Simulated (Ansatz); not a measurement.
Input and command of a calculation in Ansatz (plane waves; scalar-relativistic PAW potentials unless the input names others):

```yaml
crystal:
  lattice:
    - [2.6421154114, 0.0, 0.0]
    - [-1.3210577057, 2.288139066, 0.0143008692]
    - [0.0, 0.0156056785, 2.4969085588]
  atoms:
    - { symbol: Si, position: [0.0, 0.0, 0.0] }
basis:
  ecutwfc: 420
kpoints:
  mp_grid: { grid: [24, 24, 24] }
hamiltonian:
  xc: pbe
scf:
  occupations: { method: fixed }
  max_iter: 60
output:
  forces: true
  eigenvalues: true
  stress: true
```

```bash
ansatz run input.yaml --threads 1 --pin off --max-ram 2560MiB --backend cpu --events-out ev --progress --plain --runs-dir out
```

Abridged log:
```
Basis set: ecut = 420 eV, 307 PW (Γ), exchange–correlation on 36×36×36 points (8 copies of the dense FFT grid, shifted against one another)
Bands: 6, of which v1, the nominal top of the filled ones, is band 2 counted from 1 (1 counted from 0)
Symmetry: 4 space group operations
k-points: 3614 of 13824
SCF iter   1: F=—  HF=-634.497151 eV  |F-HF|=—  |Δ(HF+E_count)|=         —  Δρ=1.19e-2  dr2=2.35e-2  ethr=1.77e-3  ⟨swp⟩=4.7  Hψ=179317  notcnv=0  defer=6399
SCF iter   2: F=—  HF=-634.489334 eV  |F-HF|=—  |Δ(HF+E_count)|=   7.82e-3  Δρ=3.65e-3  dr2=2.05e-3  ethr=5.88e-4  ⟨swp⟩=1.0  Hψ=50860  notcnv=0  defer=2178
SCF iter   3: F=—  HF=-634.488680 eV  |F-HF|=—  |Δ(HF+E_count)|=   6.55e-4  Δρ=3.28e-4  dr2=1.21e-5  ethr=5.12e-5  ⟨swp⟩=2.8  Hψ=33490  notcnv=0  defer=7225
SCF iter   4: F=—  HF=-634.488664 eV  |F-HF|=—  |Δ(HF+E_count)|=   1.55e-5  Δρ=6.41e-5  dr2=6.89e-7  ethr=3.03e-7  ⟨swp⟩=1.5  Hψ=24082  notcnv=0  defer=573
SCF iter   5: F=-634.488664 eV  HF=-634.488664 eV  |F-HF|=2.94e-8  |Δ(HF+E_count)|=   2.14e-7  Δρ=2.06e-5  dr2=6.75e-8  ethr=1.72e-8  ⟨swp⟩=1.1  Hψ=21962  notcnv=0  defer=569
SCF iter   6: F=-634.488664 eV  HF=-634.488664 eV  |F-HF|=7.46e-11  |Δ(HF+E_count)|=   2.20e-8  Δρ=1.36e-6  dr2=1.33e-10  ethr=1.69e-9  ⟨swp⟩=4.9  Hψ=119882  notcnv=0
SCF 1 converged in 6 iterations: F = -634.488664 eV  dr2 = 1.33e-10
SCF converged after 6 iterations
Free energy (F): -634.488664 eV
Harris-Foulkes:  -634.488664 eV  (|F-HF|=7.46e-11)
Internal energy: -634.488664 eV  (E = F + TS)
E sigma→0 (E₀):  -634.488664 eV
Fermi energy:    17.357344 eV
--- Forces (eV/Å), atoms counted from 1 ---
  atom   1  Si     0.00000000     0.00000000     0.00000000
--- Stress (GPa, compression-positive) ---
        4.125294       0.000000       0.000000
        0.000000       4.055648      -1.929773
        0.000000      -1.929772      11.838842
  P = ⅓ Tr σ = 6.6733 GPa (66.733 kbar)
```

**Question.** What should be changed?

**Answer.** The fault is fixed occupations on a metal: they fill the same number of bands at every k-point, while the true filling differs from point to point (scf.occupations: {"method": "gaussian", "width": 0.15} → {"method": "fixed"}, the first being the value of the sound run). Setting it back cures it. The log, from which this was withheld above, says: «WARN: a fill by count may have filled part of one level: at k-index 2504 the highest filled band, 5.397816 eV, and the lowest empty band, 5.397867 eV, stand 5.126e-5 eV apart, within the solve's uncertainty, 3.162e-4 eV. If they are one level, whatever splits it, however little, can move the result. A smearing (`scf.occupations.method` with a `width`) well over the split that the run's distortions make …» The run converged all the same, with an energy at zero smearing 1.0 eV/atom above the reference's, pressure 6.67 GPa, largest force 0.000 eV/Å, no gap on the mesh, so convergence alone doesn't show that an input is right. A reference run from the same start on usual settings converged with pressure 0.04 GPa, largest force 0.000 eV/Å, no gap on the mesh.

It took 17 s on 1 thread of Intel(R) Xeon(R) 6975P-C (Granite Rapids) (shared host), peak memory 0.78 GiB.